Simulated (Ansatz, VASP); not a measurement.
## One calculation of Si, two programs

File INCAR:

```
PREC = Accurate
ENCUT = 520
EDIFF = 1E-6
ISMEAR = 0
SIGMA = 0.01
LREAL = F
LASPH = T
NELM = 100
ALGO = Normal
ISIF = 2
LWAVE = F
LCHARG = F
GGA = PE
NBANDS = 11
```

KPOINTS

```
Automatic mesh
0
Gamma
  6 6 6
```

POSCAR

```
Si
1.0
    0.0000000000      2.7621282573      2.7621282573
    2.7621282573      0.0000000000      2.7621282573
    2.7621282573      2.7621282573      0.0000000000
Si
2
Direct
    0.2500000000      0.2500000000      0.2500000000
    0.0000000000      0.0000000000      0.0000000000
```

Input for Ansatz:

```yaml
crystal:
  lattice:
    - [0.0, 2.7621282573, 2.7621282573]
    - [2.7621282573, 0.0, 2.7621282573]
    - [2.7621282573, 2.7621282573, 0.0]
  atoms:
    - { symbol: Si, position: [0.25, 0.25, 0.25] }
    - { symbol: Si, position: [0.0, 0.0, 0.0] }
kpoints:
  mp_grid: { grid: [6, 6, 6] }
hamiltonian:
  xc: pbe
scf:
  occupations: { method: fixed }
  n_extra_bands: 4
output:
  forces: true
  stress: true
  eigenvalues: true
```

Alike in both runs: task single point; functional PBE; k mesh 6 × 6 × 6; no spin polarisation.

```csv
,VASP,Ansatz
version,VASP 6.6.1,Ansatz 0.2.0
potentials or method,"VASP PAW PBE potentials, release 64 (Si)","plane waves, PAW"
plane-wave cutoff (eV),520,420
occupations,"gaussian, width 0.01 eV",fixed
valence electrons in the cell,8,8
```

```csv
,VASP,Ansatz,Ansatz less VASP
gap on the k mesh at the Fermi level (eV),0.80,0.79,-0.003
pressure (GPa),-2.5,-2.4,+0.07
```

A k mesh can miss the band edges. A hybrid or GW would open this gap; PBE tends to underestimate it.
